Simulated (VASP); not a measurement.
# Pm (Fm-3m) in VASP: a series of runs

The runs below take Pm through single point, with LDA.

Everything below comes from runs of VASP 6.6.1. Logs are shortened: lines on timing, memory, paths and dates and some standing lists are left out, and cuts for length are marked.

**1. The structure**

It takes space group Fm-3m (No. 225, cubic). Conventional cell: a = 5.168 Å, b = 5.168 Å, c = 5.168 Å, α = 90.00°, β = 90.00°, γ = 90.00°. Around Pm (site symmetry m-3m) lie 12 Pm at 3.65 Å.

This isn't the form of Pm at room conditions, which is double hcp.

**2. Single point, LDA, collinear spin, ferromagnetic start**

The input, INCAR:

```
PREC     = Accurate       # precision mode
ENCUT    = 450            # plane-wave cutoff, eV
EDIFF    = 1E-6           # SCF threshold, eV
ISMEAR   = 0              # smearing method
SIGMA    = 0.2            # smearing width, eV
LREAL    = F              # projectors in reciprocal space
LASPH    = T              # aspherical terms in the spheres
NELM     = 100            # most SCF steps
ALGO     = Normal         # electronic algorithm
ISIF     = 2              # what is computed and relaxed
LWAVE    = F              # write WAVECAR
LCHARG   = F              # write CHGCAR
ISPIN    = 2              # spin polarisation
MAGMOM   = 4              # initial moments
LORBIT   = 11             # projections on sites
LMAXMIX  = 6              # l up to which the mixer works
GGA      = CA             # functional
NBANDS   = 18             # bands
ADDGRID  = F
```

The input, KPOINTS:

```
Automatic mesh
0
Gamma
  9 9 9
```

The input, POSCAR:

```
Pm
1.0
    0.0000000000      2.5841748100      2.5841748100
    2.5841748100      0.0000000000      2.5841748100
    2.5841748100      2.5841748100      0.0000000000
Pm
1
Direct
    0.0000000000      0.0000000000      0.0000000000
```

Potentials or basis: VASP PAW PBE potentials, release 64 (Pm).

On the command line:

```bash
$ cat potpaw_PBE.64/Pm/POTCAR > POTCAR
$ mpirun -np 1 vasp_std > vasp.out
```

OUTCAR:

```text
PREC = Accurate
   ENCUT = 450
   EDIFF = 1E-6
   ISMEAR = 0
   LREAL = F
   LASPH = T
   NELM = 100
   ISIF = 2
   ISPIN = 2
   LORBIT = 11
   GGA = CA

 Found     35 irreducible k-points:

 Following reciprocal coordinates:
            Coordinates               Weight
  0.000000  0.000000  0.000000      1.000000
  0.111111  0.000000  0.000000      8.000000
  0.222222  0.000000  0.000000      8.000000
  0.333333  0.000000  0.000000      8.000000
  0.444444  0.000000  0.000000      8.000000
  0.111111  0.111111  0.000000      6.000000
   k-points           NKPTS =     35   k-points in BZ     NKDIM =     35   number of bands    NBANDS=     18
   number of dos      NEDOS =    301   number of ions     NIONS =      1
   total plane-waves  NPLWV =  21952
   dimension x,y,z NGX =    28 NGY =   28 NGZ =   28
   dimension x,y,z NGXF=    56 NGYF=   56 NGZF=   56
   ions per type =               1
   NGX,Y,Z   is equivalent  to a cutoff of  12.74, 12.74, 12.74 a.u.
   NGXF,Y,Z  is equivalent  to a cutoff of  25.47, 25.47, 25.47 a.u.
 SYSTEM =  unknown system
   PREC   = accura    normal or accurate (medium, high low for compatibility)
   ISTART =      0    job   : 0-new  1-cont  2-samecut
   ICHARG =      2    charge: 1-file 2-atom 10-const
   ISPIN  =      2    spin polarized calculation?
   LNONCOLLINEAR =      F non collinear calculations
   LSORBIT =      F    spin-orbit coupling
   LASPH  =      T    aspherical Exc in radial PAW
   ENCUT  =  450.0 eV  33.07 Ry    5.75 a.u.   6.32  6.32  6.32*2*pi/ulx,y,z
   NELM   =    100;   NELMIN=  2; NELMDL= -5     # of ELM steps
   EDIFF  = 0.1E-05   stopping-criterion for ELM
[... 12 lines left out ...]
   EMIN   =  10.00;   EMAX   =-10.00  energy-range for DOS
   EFERMI =   0.00;   METHOD = LEGACY
   ISMEAR =     0;   SIGMA  =   0.20  broadening in eV -4-tet -1-fermi 0-gaus
   EFERMI_NEDOS =   21; number of points for ismear=-14 and -15
   IALGO  =     38    algorithm
   IMIX   =      4    mixing-type and parameters
     AMIX     =   0.40;   BMIX     =  1.00
     AMIX_MAG =   1.60;   BMIX_MAG =  1.00
  volume/ion in A,a.u.               =      34.51       232.91
  Fermi-wavevector in a.u.,A,eV,Ry     =   1.240052  2.343359 20.922086  1.537730
  Thomas-Fermi vector in A             =   2.374509
   LORBIT       =     11    0 simple, 1 ext, 2 COOP (PROOUT), +10 PAW based schemes
[... 5 lines left out ...]
   LRPA    =     F    only Hartree local field effects (RPA)
 spin polarized calculation
 Gauss-broadening in eV      SIGMA  =   0.20
  energy-cutoff  :      450.00
  volume of cell :       34.51
 maximum number of plane-waves:       759
 NGX is ok and might be reduce to    28
   NGX = 13   NGY = 13   NGZ = 13

 number of electron      15.0000000 magnetization       5.1781188

 Free energy of the ion-electron system (eV)
  ---------------------------------------------------
  ext. energy  EPLUGINS =         0.00000000
  ---------------------------------------------------
  free energy    TOTEN  =        -7.98909849 eV

  energy without entropy =       -7.74108015  energy(sigma->0) =       -7.86508932

 E-fermi :   5.5145     XC(G=0): -10.0564

 val. band max:        5.5137543972   @ k =  -0.3333   0.2222   0.0000
 cond. band min:       5.5198669130   @ k =   0.4444   0.3333   0.1111
 fundamental gap:      0.0061125158
 Fermi energy:         5.5144821287

 spin component 1

 k-point     1 :       0.0000    0.0000    0.0000
  band No.  band energies     occupation
      1     -32.8825      1.00000
      2     -12.9080      1.00000
      3     -12.9080      1.00000
      4     -12.9080      1.00000
      5       1.4014      1.00000
      6       5.1668      0.99303
[... 10 lines left out ...]
     17       9.6930      0.00000
     18      14.8747      0.00000

 k-point     2 :       0.1111    0.0000    0.0000
  band No.  band energies     occupation
      1     -32.8693      1.00000
      2     -13.0432      1.00000
      3     -12.9242      1.00000
      4     -12.9242      1.00000
      5       1.7531      1.00000
      6       5.1437      0.99562
[... 10 lines left out ...]
     17       9.5411      0.00000
     18      15.5151      0.00000

 k-point     3 :       0.2222    0.0000    0.0000
  band No.  band energies     occupation
      1     -32.8353      1.00000
      2     -13.3693      1.00000
      3     -12.9649      1.00000
      4     -12.9649      1.00000
      5       2.6144      1.00000
      6       5.1290      0.99679
[... 10 lines left out ...]
     17       9.6009      0.00000
     18      15.1894      0.00000

 k-point     4 :       0.3333    0.0000    0.0000
  band No.  band energies     occupation
      1     -32.7960      1.00000
      2     -13.7163      1.00000
      3     -13.0104      1.00000
      4     -13.0104      1.00000
      5       3.3644      1.00000
      6       5.2206      0.98116
[... 10 lines left out ...]
     17      10.4485      0.00000
     18      14.3689      0.00000

 k-point     5 :       0.4444    0.0000    0.0000
  band No.  band energies     occupation
      1     -32.7702      1.00000
      2     -13.9312      1.00000
      3     -13.0398      1.00000
      4     -13.0398      1.00000
      5       3.5786      1.00000
      6       5.1841      0.99027
[... 10 lines left out ...]
     17      11.4048      0.00000
     18      14.2381      0.00000

 k-point     6 :       0.1111    0.1111    0.0000
  band No.  band energies     occupation
      1     -32.8647      1.00000
      2     -13.0403      1.00000
      3     -12.9533      1.00000
      4     -12.9533      1.00000
      5       1.8714      1.00000
      6       5.1291      0.99679
[... 10 lines left out ...]
     17       9.8884      0.00000
     18      15.7808      0.00000

 [... further k-points ...]

 spin component 2

 k-point     1 :       0.0000    0.0000    0.0000
  band No.  band energies     occupation
      1     -30.9090      1.00000
      2     -11.3125      1.00000
      3     -11.3125      1.00000
      4     -11.3125      1.00000
      5       2.1605      1.00000
      6       7.7393      0.00000
[... 10 lines left out ...]
     17      10.6391      0.00000
     18      15.9442      0.00000

 k-point     2 :       0.1111    0.0000    0.0000
  band No.  band energies     occupation
      1     -30.8938      1.00000
      2     -11.4656      1.00000
      3     -11.3305      1.00000
      4     -11.3305      1.00000
      5       2.5249      1.00000
      6       7.3598      0.00000
[... 10 lines left out ...]
     17      10.5172      0.00000
     18      16.5410      0.00000

 k-point     3 :       0.2222    0.0000    0.0000
  band No.  band energies     occupation
      1     -30.8548      1.00000
      2     -11.8319      1.00000
      3     -11.3753      1.00000
      4     -11.3753      1.00000
      5       3.4096      1.00000
      6       6.9391      0.00000
[... 10 lines left out ...]
     17      10.6528      0.00000
     18      16.0424      0.00000

 k-point     4 :       0.3333    0.0000    0.0000
  band No.  band energies     occupation
      1     -30.8099      1.00000
      2     -12.2183      1.00000
      3     -11.4255      1.00000
      4     -11.4255      1.00000
      5       4.1703      1.00000
      6       7.1205      0.00000
[... 10 lines left out ...]
     17      11.5146      0.00000
     18      15.2841      0.00000

 k-point     5 :       0.4444    0.0000    0.0000
  band No.  band energies     occupation
      1     -30.7803      1.00000
      2     -12.4560      1.00000
      3     -11.4578      1.00000
      4     -11.4578      1.00000
      5       4.3808      1.00000
      6       7.6134      0.00000
[... 10 lines left out ...]
     17      12.4583      0.00000
     18      15.2197      0.00000

 k-point     6 :       0.1111    0.1111    0.0000
  band No.  band energies     occupation
      1     -30.8887      1.00000
      2     -11.4623      1.00000
      3     -11.3631      1.00000
      4     -11.3631      1.00000
      5       2.6471      1.00000
      6       7.2035      0.00000
[... 10 lines left out ...]
     17      10.8625      0.00000
     18      16.8056      0.00000

 [... further k-points ...]
[... 5 lines left out ...]
  --------------------------------------------------------------------------------------
  -------------------------------------------------------------------------------------
  Total       -0.7927551     -0.7927551     -0.7927551      0.0000000     -0.0000000      0.0000000
  in kB      -36.8005188    -36.8005188    -36.8005188      0.0000000     -0.0000000      0.0000000
  external PRESSURE =     -36.8005188 kB  Pullay stress =       0.0000000 kB

 VOLUME and BASIS-vectors are now :
 -----------------------------------------------------------------------------
  energy-cutoff  :      450.00
  volume of cell :       34.51
      direct lattice vectors                 reciprocal lattice vectors
     0.000000000  2.584174810  2.584174810    -0.193485363  0.193485363  0.193485363
     2.584174810  0.000000000  2.584174810     0.193485363 -0.193485363  0.193485363
     2.584174810  2.584174810  0.000000000     0.193485363  0.193485363 -0.193485363

 POSITION                                       TOTAL-FORCE (eV/Angst)
 -----------------------------------------------------------------------------------
      0.00000      0.00000      0.00000         0.000000      0.000000     -0.000000
 -----------------------------------------------------------------------------------
    total drift:                               -0.000000     -0.000000     -0.000000

  FREE ENERGIE OF THE ION-ELECTRON SYSTEM (eV)
  ---------------------------------------------------
  free  energy   TOTEN  =        -7.9890984855 eV

  energy  without entropy=       -7.7410801510  energy(sigma->0) =       -7.86508932

 total charge

# of ion       s       p       d       f       tot
--------------------------------------------------
    1        2.047   5.474   0.487   4.402  12.409

 magnetization (x)

# of ion       s       p       d       f       tot
--------------------------------------------------
    1       -0.000   0.029   0.178   4.387   4.594
```

Run time: 25 s. Hardware: 1 thread of Intel Xeon 6975P-C (Granite Rapids), shared host; peak memory 0.17 GiB.

These settings aren't checked as converged: the numbers below hold their error.

Results:

- Free energy: -7.9891 eV
- Pressure: -3.7 GPa
- Band gap on the k mesh: none (metal or under the smearing width)
- Net moment: 5.18 μB per cell
- Site moments: Pm +4.59 μB
- Valence electrons inside the program's atomic spheres: Pm 12.41

Caveat: the magnetic or orbital state may not be the lowest; the PAW data sets were made with another functional, which shifts forces and pressure a little; spin-orbit coupling is left out, which moves the levels of the heavy elements.

[end of part 1 of 2]
